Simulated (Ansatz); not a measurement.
Runs of Ansatz 0.2.0 on Sb. The structure is trigonal, space group R-3m (No. 166). The conventional cell has a = 4.308 Å, b = 4.308 Å, c = 11.274 Å, α = 90.00°, β = 90.00°, γ = 120.00°. Sb (site symmetry 3m) has 3 Sb at 2.91 Å as nearest neighbours. 

| task | level | potentials or basis | spin | k mesh | cutoff (eV) | basis error allowed | pressure (GPa) | largest force (eV/Å) |
| --- | --- | --- | --- | --- | --- | --- | --- | --- |
| band structure | PBEsol | all-electron LAPW, scalar-relativistic | off | 6 × 6 × 6 | 230 | 0.001 eV/atom | 0.1 | 0.02 |
| band structure | PBEsol | all-electron LAPW, non-relativistic | off | 8 × 8 × 8 | 229 | 0.001 eV/atom | 0.4 | 0.23 |
| band structure | PBEsol | all-electron PAW datasets made for the crystal | off | 8 × 8 × 8 | 140 | - | (a) | 0.10 |
| band structure | PBEsol | all-electron LAPW, relativistic spinors | SOC, no magnetisation | 6 × 6 × 6 | 230 | 0.001 eV/atom | 0.1 | 0.02 |

Alike in all rows: cell as given; smearing fermi-dirac 0.05 eV.

Task: Estimate the missing entries.

Result: (a) 0.0.

Caveats: the k mesh is thin for a metal, which can move the energy by tens of meV per atom (some runs); relativity is left out, which matters for the heavier elements (some runs).

The runs don't all hold the same shells in valence.
